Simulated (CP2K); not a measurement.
# Ag (Fm-3m) in CP2K: reference runs

Aim: a first look at Ag with PBE, on the cell as given and on a disturbed one.

All numbers are computed with CP2K 2026.2; they aren't measurements. Logs are shortened: lines on timing, memory, paths and dates and some standing lists are left out, and cuts for length are marked.

**1. The structure**

Symmetry: Fm-3m, No. 225, cubic system. Conventional cell: a = 4.085 Å, b = 4.085 Å, c = 4.085 Å, α = 90.00°, β = 90.00°, γ = 90.00°. Ag (site symmetry m-3m) is surrounded by 12 Ag at 2.89 Å.

**2. Single point, PBE**

File ag_scf.inp:

```
&GLOBAL
  PROJECT ag_scf
  RUN_TYPE ENERGY_FORCE
  PRINT_LEVEL LOW
&END GLOBAL
&FORCE_EVAL
  METHOD QS
  STRESS_TENSOR ANALYTICAL
  &DFT
    BASIS_SET_FILE_NAME BASIS_MOLOPT_UZH
    POTENTIAL_FILE_NAME POTENTIAL_UZH
    &MGRID
      CUTOFF 450
      REL_CUTOFF 60
      NGRIDS 5
    &END MGRID
    &QS
      METHOD GPW
      EPS_DEFAULT 1.0E-10
    &END QS
    &KPOINTS
      SCHEME MONKHORST-PACK 11 11 11
      GAMMA_CENTERED T
      SYMMETRY T
      SYMMETRY_BACKEND SPGLIB
    &END KPOINTS
    &SCF
      SCF_GUESS ATOMIC
      EPS_SCF 1.0E-6
      MAX_SCF 100
      ADDED_MOS 11
      CHOLESKY OFF
      EPS_EIGVAL 1.0E-7
      &DIAGONALIZATION ON
        ALGORITHM STANDARD
      &END DIAGONALIZATION
      &MIXING ON
        METHOD BROYDEN_MIXING
        ALPHA 0.4
        BETA 1.5
        NBUFFER 8
      &END MIXING
      &SMEAR ON
        METHOD FERMI_DIRAC
        ELECTRONIC_TEMPERATURE [K] 580.226
      &END SMEAR
    &END SCF
    &XC
      &XC_FUNCTIONAL
        &GGA_X_PBE
        &END GGA_X_PBE
        &GGA_C_PBE
        &END GGA_C_PBE
      &END XC_FUNCTIONAL
    &END XC
    &PRINT
      &KPOINTS ON
      &END KPOINTS
      &MULLIKEN ON
      &END MULLIKEN
      &MO ON
        ENERGIES T
        OCCUPATION_NUMBERS T
        &EACH
          QS_SCF 0
        &END EACH
        ADD_LAST NUMERIC
      &END MO
      &LOWDIN ON
      &END LOWDIN
      &HIRSHFELD ON
        SHAPE_FUNCTION DENSITY
      &END HIRSHFELD
      &E_DENSITY_CUBE ON
        STRIDE 1
      &END E_DENSITY_CUBE
      &V_HARTREE_CUBE ON
        STRIDE 1
      &END V_HARTREE_CUBE
      &ELF_CUBE ON
        STRIDE 1
      &END ELF_CUBE
    &END PRINT
  &END DFT
  &SUBSYS
    &CELL
      A 2.8888847545 0.0000000000 0.0000000000
      B 1.4444423773 2.5018475860 0.0000000000
      C 1.4444423773 0.8339491953 2.3587645248
      PERIODIC XYZ
    &END CELL
    &COORD
      Ag  0.0000000000 0.0000000000 0.0000000000
    &END COORD
    &KIND Ag
      BASIS_SET TZVP-MOLOPT-PBE-GTH-q11
      POTENTIAL GTH-PBE-q11
    &END KIND
    &PRINT
      &ATOMIC_COORDINATES ON
      &END ATOMIC_COORDINATES
      &CELL ON
      &END CELL
    &END PRINT
  &END SUBSYS
  &PRINT
    &FORCES ON
    &END FORCES
    &STRESS_TENSOR ON
    &END STRESS_TENSOR
  &END PRINT
&END FORCE_EVAL
```

Potentials or basis: POTENTIAL_UZH Ag GTH-PBE-q11; TZVP-MOLOPT-PBE-GTH basis.

On the command line:

```console
$ OMP_NUM_THREADS=1 cp2k.psmp -i ag_scf.inp -o ag_scf.out
```

ag_scf.out:

```text

 CP2K| version string:                                       CP2K version 2026.2
 CP2K| Input file name                                                ag_scf.inp

 GLOBAL| Force Environment number                                              1
 GLOBAL| Basis set file name                                    BASIS_MOLOPT_UZH
 GLOBAL| Potential file name                                       POTENTIAL_UZH
 GLOBAL| MM Potential file name                                     MM_POTENTIAL
 GLOBAL| Coordinate file name                                      __STD_INPUT__
 GLOBAL| Method name                                                        CP2K
 GLOBAL| Project name                                                     ag_scf
 GLOBAL| Run type                                                   ENERGY_FORCE
 GLOBAL| FFT library                                                       FFTW3
[... 8 lines left out ...]
 GLOBAL| CPU model name                                                  UNKNOWN

 CELL| Volume [angstrom^3]:                                            17.048087
 CELL| Vector a [angstrom]:       2.889     0.000     0.000   |a| =     2.888885
 CELL| Vector b [angstrom]:       1.444     2.502     0.000   |b| =     2.888885
 CELL| Vector c [angstrom]:       1.444     0.834     2.359   |c| =     2.888885
 CELL| Angle (b,c), alpha [degree]:                                    60.000000
 CELL| Angle (a,c), beta  [degree]:                                    60.000000
 CELL| Angle (a,b), gamma [degree]:                                    60.000000
 CELL| Numerically orthorhombic:                                              NO
 CELL| Periodicity                                                           XYZ

 CELL_REF| Volume [angstrom^3]:                                        17.048087
 CELL_REF| Vector a [angstrom     2.889     0.000     0.000   |a| =     2.888885
 CELL_REF| Vector b [angstrom     1.444     2.502     0.000   |b| =     2.888885
 CELL_REF| Vector c [angstrom     1.444     0.834     2.359   |c| =     2.888885
 CELL_REF| Angle (b,c), alpha [degree]:                                60.000000
 CELL_REF| Angle (a,c), beta  [degree]:                                60.000000
 CELL_REF| Angle (a,b), gamma [degree]:                                60.000000
 CELL_REF| Numerically orthorhombic:                                          NO
 CELL_REF| Periodicity                                                       XYZ
[... 9 lines left out ...]
 TOTAL NUMBERS AND MAXIMUM NUMBERS

  Total number of            - Atomic kinds:                                   1
                             - Atoms:                                          1
                             - Shell sets:                                     1
                             - Shells:                                        10
                             - Primitive Cartesian functions:                  5
                             - Cartesian basis functions:                     40
                             - Spherical basis functions:                     34

  Maximum angular momentum of- Orbital basis functions:                        3
                             - Local part of the GTH pseudopotential:          0
                             - Non-local part of the GTH pseudopotential:      4

 MODULE QUICKSTEP: ATOMIC COORDINATES IN ANGSTROM

   Atom Kind Element         X             Y             Z       Z(eff)     Mass
      1    1 Ag   47      0.000000      0.000000      0.000000  11.0000 107.8682

 SCF PARAMETERS         Density guess:                                    ATOMIC
                        --------------------------------------------------------
                        max_scf:                                             100
[... 7 lines left out ...]
                        --------------------------------------------------------
                        level_shift [a.u.]:                             0.000000
                        added MOs                                        11    0
                        --------------------------------------------------------
                        Mixing method:                            BROYDEN_MIXING
[... 11 lines left out ...]
 *******************************************************************************
 BRILLOUIN| K-point scheme                                        Monkhorst-Pack
 BRILLOUIN| K-Point grid                                            11   11   11
 BRILLOUIN| Gamma-centered k-point mesh                                     ON
 BRILLOUIN| K-point symmetry accuracy                               0.100000E-05
 BRILLOUIN| K-Point point group symmetrization                                ON
 BRILLOUIN| Symmetry backend                                             SPGLIB
 BRILLOUIN| Symmetry reduction method                                    SPGLIB
 BRILLOUIN| Wavefunction type                                            COMPLEX
 BRILLOUIN| List of Kpoints [2 Pi/Bohr]                                       56
 BRILLOUIN| Number           Weight            X              Y              Z
 BRILLOUIN|     1           0.00601       -0.45455       -0.45455       -0.45455
 BRILLOUIN|     2           0.01803       -0.45455       -0.45455       -0.36364
 BRILLOUIN|     3           0.01803       -0.45455       -0.45455       -0.27273
 BRILLOUIN|     4           0.01803       -0.45455       -0.45455       -0.18182
 BRILLOUIN|     5           0.01803       -0.45455       -0.45455       -0.09091
 BRILLOUIN|     6           0.00451       -0.45455       -0.45455        0.00000
[... 32 lines left out ...]
 BRILLOUIN|    39           0.01803       -0.36364       -0.27273       -0.27273
 BRILLOUIN|    40           0.03606       -0.36364       -0.27273       -0.18182
 [... further k-points ...]
 *******************************************************************************

 Extrapolation method: initial_guess

 Number of electrons:                                                         11
 Number of occupied orbitals:                                                  6
 Number of molecular orbitals:                                                17

 Number of orbital functions:                                                 34
 Number of independent orbital functions:                                     34

 SCF WAVEFUNCTION OPTIMIZATION

  Step     Update method      Time    Convergence         Total energy    Change
  ------------------------------------------------------------------------------
     1 NoMix/Diag. 0.40E+00   12.1     0.27415402       -37.1450258121 -3.71E+01
     2 Broy./Diag. 0.40E+00    8.9     0.04392136       -37.8708625994 -7.26E-01
     3 Broy./Diag. 0.40E+00    9.0     0.03757548       -37.4053501079  4.66E-01
     4 Broy./Diag. 0.40E+00    9.0     0.00342160       -37.1327628107  2.73E-01
     5 Broy./Diag. 0.40E+00    9.0     0.00242154       -37.1179260398  1.48E-02
     6 Broy./Diag. 0.40E+00    9.0     0.00063904       -37.1311382412 -1.32E-02
     7 Broy./Diag. 0.40E+00    9.1     0.00017723       -37.1305488580  5.89E-04
     8 Broy./Diag. 0.40E+00    9.0     0.00007497       -37.1296313758  9.17E-04
     9 Broy./Diag. 0.40E+00    9.0     0.00000974       -37.1298564444 -2.25E-04
    10 Broy./Diag. 0.40E+00    9.1     0.00000372       -37.1298750623 -1.86E-05
    11 Broy./Diag. 0.40E+00    9.1     0.00000006       -37.1298647146  1.03E-05

  *** SCF run converged in    11 steps ***

  Electronic density on regular grids:        -10.9999999988        0.0000000012
  Core density on regular grids:               10.9999999984       -0.0000000016
  Total charge density on r-space grids:       -0.0000000004
  Total charge density g-space grids:          -0.0000000004

  Overlap energy of the core charge distribution:               0.00000000208518
  Self energy of the core charge distribution:                -59.61021713739781
  Core Hamiltonian energy:                                     20.19396035993483
  Hartree energy:                                               8.12531496694186
  Exchange-correlation energy:                                 -5.83882141026118
  Electronic entropic energy:                                  -0.00010149591335
  Fermi energy:                                                 0.29404536608218

  Total energy:                                               -37.12986471459313
  Total energy (extrapolated to T->0):                        -37.12981396663645

 MO| EIGENVALUES AND OCCUPATION NUMBERS FOR K POINT 1
 MO|
 MO|  Index      Eigenvalue [a.u.]        Eigenvalue [eV]             Occupation
 MO|      1               0.050298               1.368687               2.000000
 MO|      2               0.106699               2.903439               2.000000
 MO|      3               0.106699               2.903440               2.000000
 MO|      4               0.172570               4.695869               2.000000
 MO|      5               0.172570               4.695874               2.000000
 MO|      6               0.253889               6.908680               2.000000
[... 9 lines left out ...]
 MO|     16               1.766885              48.079399               0.000000
 MO|     17               2.027578              55.173215               0.000000
 MO| Sum:                                                              12.000000
 MO| E(Fermi):            0.294045 a.u.          8.001381 eV

 MO| EIGENVALUES AND OCCUPATION NUMBERS FOR K POINT 2
 MO|
 MO|  Index      Eigenvalue [a.u.]        Eigenvalue [eV]             Occupation
 MO|      1               0.056050               1.525204               2.000000
 MO|      2               0.104077               2.832073               2.000000
 MO|      3               0.112110               3.050665               2.000000
 MO|      4               0.149821               4.076825               2.000000
 MO|      5               0.173549               4.722510               2.000000
 MO|      6               0.255279               6.946488               2.000000
[... 267 lines left out ...]
 MO| EIGENVALUES AND OCCUPATION NUMBERS FOR K POINT 14
 MO|
 MO|  Index      Eigenvalue [a.u.]        Eigenvalue [eV]             Occupation
 MO|      1               0.072569               1.974703               2.000000
 MO|      2               0.085718               2.332516               2.000000
 MO|      3               0.114535               3.116667               2.000000
 MO|      4               0.143530               3.905654               2.000000
 MO|      5               0.165106               4.492757               2.000000
 MO|      6               0.248592               6.764535               2.000000
[... 9 lines left out ...]
 MO|     16               1.758996              47.864728               0.000000
 MO|     17               1.832598              49.867515               0.000000
 MO| Sum:                                                              12.000000
 MO| E(Fermi):            0.294045 a.u.          8.001381 eV

 [... the levels of further k-points ...]

 The electron density is written in Cube    file format to the file:

 ag_scf-ELECTRON_DENSITY-1_0.cube

 !-----------------------------------------------------------------------------!
                     Mulliken Population Analysis

 #  Atom  Element  Kind  Atomic population                           Net charge
       1     Ag       1         11.000000                             -0.000000
 # Total charge                             11.000000                 -0.000000

 !-----------------------------------------------------------------------------!

 !-----------------------------------------------------------------------------!
                           Hirshfeld Charges

  #Atom  Element  Kind  Ref Charge     Population                    Net charge
      1       Ag     1      11.000         11.000                        -0.000

  Total Charge                                                           -0.000
 !-----------------------------------------------------------------------------!

 LOWDIN POPULATION ANALYSIS

 #  Atom  Element  Kind  Atomic population                           Net charge
       1     Ag       1         11.000000                             -0.000000
 # Total charge                             11.000000                 -0.000000

               ----- ELF is computed on the real space grid -----

 ELF is written in Cube    file format to the file:

 ag_scf-ELF_S1-1_0.cube

 ENERGY| Total FORCE_EVAL ( QS ) energy [hartree]            -37.129864758183849

 FORCES| Atomic forces [hartree/bohr]
 FORCES|   Atom     x               y               z               |f|
 FORCES|      1  1.09194628E-14  9.08199241E-15 -4.58580761E-15   1.49247072E-14
 FORCES| Sum     1.09194628E-14  9.08199241E-15 -4.58580761E-15
 FORCES| Total atomic force                                       1.49247072E-14

 STRESS| Analytical stress tensor [bar]
 STRESS|                        x                   y                   z
 STRESS|      x        4.16432378020E+04  -4.20579255081E-02   9.92195690058E-03
 STRESS|      y       -4.20579255081E-02   4.16432960749E+04  -2.49911862695E-01
 STRESS|      z        9.92195690058E-03  -2.49911862695E-01   4.16430732379E+04
 STRESS| 1/3 Trace                                             4.16432023716E+04
 STRESS| Determinant                                           7.22158218984E+13

 STRESS| Eigenvectors and eigenvalues of the analytical stress tensor [bar]
 STRESS|                        1                   2                   3
 STRESS| Eigenvalues   4.16429103777E+04   4.16432311786E+04   4.16434655586E+04
 STRESS|      x           0.044882749312      0.983345745713     -0.176115539353
 STRESS|      y           0.546671774578      0.123378857526      0.828207479075
 STRESS|      z           0.836143235154     -0.133449623091     -0.532029781500
```

Run time: 2.3 min. Hardware: 1 thread of Arm Neoverse V1, shared host; peak memory 0.33 GiB.

Results:

```yaml
Free_energy: -1010.3550 eV
Pressure: 4.2 GPa
Band_gap_on_the_k_mesh: none (metal or under the smearing width)
```

Levels at points of the mesh, in eV from the Fermi level:
| k point | band 2 | band 3 | band 4 | band 5 | band 6 | band 7 | band 8 | band 9 | band 10 | band 11 |
| --- | --- | --- | --- | --- | --- | --- | --- | --- | --- | --- |
| (0.00, 0.00, 0.00) | -5.08 | -5.08 | -5.08 | -4.07 | -4.07 | 18.80 | 21.47 | 21.47 | 21.47 | 27.33 |

Caveat: the basis of atomic orbitals isn't converged, which shifts pressures, moduli and gaps.

(Part 1 of 2 ends here.)
